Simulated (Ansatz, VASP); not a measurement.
This is a calculation of Rb for Ansatz 0.2.0.

File input.yaml:

```yaml
crystal:
  lattice:
    - [-2.7452900697, 2.7452900697, 2.7452900697]
    - [2.7452900697, -2.7452900697, 2.7452900697]
    - [2.7452900697, 2.7452900697, -2.7452900697]
  atoms:
    - { symbol: Rb, position: [0.0, 0.0, 0.0] }
hamiltonian:
  xc: pbesol
  pseudopotentials: { kind: paw }
kpoints:
  mp_grid: { grid: [7, 7, 7] }
scf:
  occupations: { method: fermi_dirac, width: 0.05 }
output:
  forces: true
  stress: true
  eigenvalues: true
```

Potentials or basis: Ansatz PAW.

Run with:

```bash
$ ansatz run input.yaml --threads 1 --pin off --max-ram 3584MiB --backend cpu --events-out ev --progress --plain --runs-dir out
```

**Question.** Set up the same calculation for VASP 6.6.1. Potentials there: VASP PAW PBE potentials, release 64 (Rb_sv).

**Answer.** As run (the cutoff follows the program's own potentials):

File INCAR:

```
SYSTEM = Rb
PREC = Accurate
ENCUT = 520
EDIFF = 1E-6
ISMEAR = -1
SIGMA = 0.05
LREAL = .FALSE.
LASPH = .TRUE.
NELM = 80
ALGO = Normal
ISIF = 2
LWAVE = .FALSE.
LCHARG = .FALSE.
GGA = PS
NBANDS = 10
```

KPOINTS

```
regular mesh
0
G
  7 7 7
  0 0 0
```

Contents of POSCAR:

```
Rb
1.0
   -2.7452900697      2.7452900697      2.7452900697
    2.7452900697     -2.7452900697      2.7452900697
    2.7452900697      2.7452900697     -2.7452900697
Rb
1
Direct
    0.0000000000      0.0000000000      0.0000000000
```

Potentials or basis: VASP PAW PBE potentials, release 64 (Rb_sv).

Launch:

```console
$ cat potpaw_PBE.64/Rb_sv/POTCAR > POTCAR
$ mpirun -np 1 vasp_std > vasp.out
```

Both were run:

|  | VASP | Ansatz | Ansatz less VASP |
| --- | --- | --- | --- |
| gap on the k mesh at the Fermi level (eV) | none | none | - |
| pressure (GPa) | 0.1 | 0.1 | 0.00 |

A gap of «none» marks a metal or a gap that the smearing closes.

Caveats: the PAW data sets were made with another functional, which shifts forces and pressure a little (VASP); the PAW data sets come from PBE, with cores solved anew for the run's functional, which leaves a small shift of forces and pressure (Ansatz).
